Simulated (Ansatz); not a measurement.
Working through a projected density of states of PbS, space group Cmcm

With the Python package of Ansatz (0.2.0).

At the Python prompt:
```pycon
>>> import ansatz as az
>>> import matplotlib.pyplot as plt
>>> import numpy as np
>>> ECUT = 450
>>> KMESH = (6, 6, 6)
>>> SMEARING = "fixed"
>>> N_EMPTY = 14
>>> system = (
...     az.Lattice.of([2.07995269, -5.99129686, 0.0], [2.07995269, 5.99129686, 0.0], [0.0, 0.0, 4.27932094])
...     .atom("Pb", [0.86943665, 0.13056335, 0.75])
...     .atom("Pb", [0.13056335, 0.86943665, 0.25])
...     .atom("S", [0.64520291, 0.35479709, 0.75])
...     .atom("S", [0.35479709, 0.64520291, 0.25])
... )
>>> calculation = (
...     system.calculation()
...     .functional(az.Functional.PBESOL)
...     .basis(ECUT)  # a bare number is in eV
...     .kpoints(*KMESH)
...     .occupations(SMEARING)  # whole-number filling, right only where there is a gap
...     .scf(extra_bands=N_EMPTY)
...     .density_of_states(projected=True, energy_step=0.1)
... )
>>> done = calculation.run(threads=1)
>>> summary = done.report
>>> done.unlabelled_reasons
['no_forces']
>>> done.lattice.cell_ang
array([[ 2.07995269, -5.99129686,  0.        ],
       [ 2.07995269,  5.99129686,  0.        ],
       [ 0.        ,  0.        ,  4.27932094]])
>>> dos = done.density_of_states()
>>> energy = np.asarray(dos.energies_ev) - dos.fermi_ev
>>> curves = {}
>>> for site in done.projected_density_of_states().sites:
...     for shell in site.shells:
...         weight = sum(np.sum(curve.g_bin_mean_per_ev, axis=0) for curve in shell.curves)
...         name = f"{site.species} {shell.label}"
...         curves[name] = curves.get(name, 0) + weight
...
>>> window = (energy > -8) & (energy < 4)
>>> fig, ax = plt.subplots(figsize=(5.5, 3.5))
>>> for name, g in curves.items():
...     if g[window].max() > 0.05:
...         ax.plot(energy[window], g[window], label=name, lw=1)
...         print(f"{name:8s} peak {g[window].max():7.3f} states/eV at {energy[window][g[window].argmax()]:6.2f} eV")
...
[<matplotlib.lines.Line2D object at 0x...>]
Pb 6S    peak   2.478 states/eV at  -7.00 eV
[<matplotlib.lines.Line2D object at 0x...>]
Pb 6P    peak   2.223 states/eV at   3.80 eV
[<matplotlib.lines.Line2D object at 0x...>]
S 3S     peak   0.363 states/eV at  -7.00 eV
[<matplotlib.lines.Line2D object at 0x...>]
S 3P     peak   4.590 states/eV at  -1.30 eV
>>> ax.set(xlabel="E - E_F (eV)", ylabel="states/eV")
[Text(0.5, 0, 'E - E_F (eV)'), Text(0, 0.5, 'states/eV')]
>>> ax.legend(fontsize=7)
<matplotlib.legend.Legend object at 0x...>
>>> fig.tight_layout()
>>> fig.savefig("pdos.png", dpi=100)
```

Reading the output:
- Spin-orbit coupling, left out here, can change this gap by several tenths of an eV, and inverted bands can meet off the mesh.
- Under fixed occupations the level called the Fermi level is the highest filled one on the SCF mesh; off the mesh a filled band can lie a little above it.
- Peaks are the largest values inside the energy window taken; deeper bands lie outside it.
- The crystal has a gap of about 1.13 eV on the mesh; bins of finite width blur the band edges.
- Spin-orbit coupling, which matters for elements this heavy, is left out.
- This cell is a computed structure, which may not be the phase found in nature.
- Curves are summed over the cell's atoms. Only shells that the potentials hold have channels, so projections don't add up to the total, least of all where a shell is missing (p of most metals); heights and places of peaks move with the mesh.
- The density of states is complete only as far up as bands were computed.
- Wall time of the script: 15 s on 1 thread of Arm Neoverse V1, on a shared host, peak memory 0.53 GiB.
